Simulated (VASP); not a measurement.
# Ge: relaxed cell and band gap, by functional

Ge, P6_3/mmc (no. 194), 4 atoms in the cell.

| Functional | Volume (Å³/atom) | Change from the starting volume (fraction) | Gap, path and mesh (eV) | Time (s) |
|---|---|---|---|---|
| MVS (libxc) | 21.40 | -0.063 | 0.82 | 1810 |
| tau-HCTH (libxc) | 24.14 | 0.057 | 0.00 | 779 |

Limits: row 2: A zero gap at this level doesn't show that the crystal is a metal.

## Input of the first row

INCAR.step1:
```
PREC     = Accurate       # precision mode
ENCUT    = 600            # plane-wave cutoff, eV
EDIFF    = 1E-5           # SCF threshold, eV
ISMEAR   = 0              # smearing method
SIGMA    = 0.02           # smearing width, eV
LREAL    = F              # projectors in reciprocal space
LASPH    = T              # aspherical terms in the spheres
GGA_COMPAT= F            
ALGO     = Normal         # electronic algorithm
NELM     = 150            # most SCF steps
ISIF     = 2              # what is computed and relaxed
LWAVE    = T              # write WAVECAR
LCHARG   = F              # write CHGCAR
GGA      = PE             # functional
KPAR     = 4             
```

INCAR.step2, as INCAR.step1 but for:
```
- EDIFF = 1E-5
- ISIF = 2
- LWAVE = T
- GGA = PE
+ EDIFF = 1E-7
+ ISIF = 3
+ LWAVE = F
+ METAGGA = LIBXC
+ LIBXC1 = MGGA_X_MVS
+ LIBXC2 = GGA_C_REGTPSS
+ LMIXTAU = T
+ IBRION = 2
+ EDIFFG = -0.005
+ NSW = 60
+ ISTART = 1
```

INCAR.step3, as INCAR.step2 but for:
```
- NSW = 60
- ISTART = 1
+ NSW = 40
```

INCAR.step4, as INCAR.step3 but for:
```
- ISIF = 3
- IBRION = 2
- EDIFFG = -0.005
- NSW = 40
+ ISIF = 2
+ NBANDS = 36
```

KPOINTS:
```
k-points
0
Gamma
  6 6 3
```

KPOINTS_OPT:
```
path GMKGALHA,LM,KH
8
line-mode
reciprocal
 0.0000000000  0.0000000000  0.0000000000  G
 0.5000000000  0.0000000000  0.0000000000  M

 0.5000000000  0.0000000000  0.0000000000  M
 0.3333333333  0.3333333333  0.0000000000  K

 0.3333333333  0.3333333333  0.0000000000  K
 0.0000000000  0.0000000000  0.0000000000  G

 0.0000000000  0.0000000000  0.0000000000  G
 0.0000000000  0.0000000000  0.5000000000  A

 0.0000000000  0.0000000000  0.5000000000  A
 0.5000000000  0.0000000000  0.5000000000  L

 0.5000000000  0.0000000000  0.5000000000  L
 0.3333333333  0.3333333333  0.5000000000  H

 0.3333333333  0.3333333333  0.5000000000  H
 0.0000000000  0.0000000000  0.5000000000  A

 0.5000000000  0.0000000000  0.5000000000  L
 0.5000000000  0.0000000000  0.0000000000  M

 0.3333333333  0.3333333333  0.0000000000  K
 0.3333333333  0.3333333333  0.5000000000  H
```

POSCAR.step1:
```
Ge
1.0
    3.9975858431      0.0000000000      0.0000000000
   -1.9987929216      3.4620108940      0.0000000000
    0.0000000000      0.0000000000      6.5993779500
Ge
4
Direct
    0.3333333333      0.6666666667      0.9370987500
    0.6666666667      0.3333333333      0.4370987500
    0.3333333333      0.6666666667      0.5629012500
    0.6666666667      0.3333333333      0.0629012500
```

Commands (each step's output is kept before the next begins):
```
cat potpaw_PBE.64/Ge_d/POTCAR > POTCAR
cp INCAR.step1 INCAR
cp POSCAR.step1 POSCAR
mpirun -np 4 vasp_std > vasp.out
cp INCAR.step2 INCAR
mpirun -np 4 vasp_std > vasp.out
cp CONTCAR POSCAR
rm WAVECAR CHG
cp INCAR.step3 INCAR
mpirun -np 4 vasp_std > vasp.out
cp CONTCAR POSCAR
rm WAVECAR CHG
cp INCAR.step4 INCAR
mpirun -np 4 vasp_std > vasp.out
```

Changes of the last row against the first:
```
- LIBXC1 = MGGA_X_MVS
- LIBXC2 = GGA_C_REGTPSS
+ LIBXC1 = MGGA_X_TAU_HCTH
+ LIBXC2 = GGA_C_TAU_HCTH
```

VASP 6.6.1 took 1810 s on 4 cores (Intel Xeon Platinum 8488C (Sapphire Rapids)), a shared host.
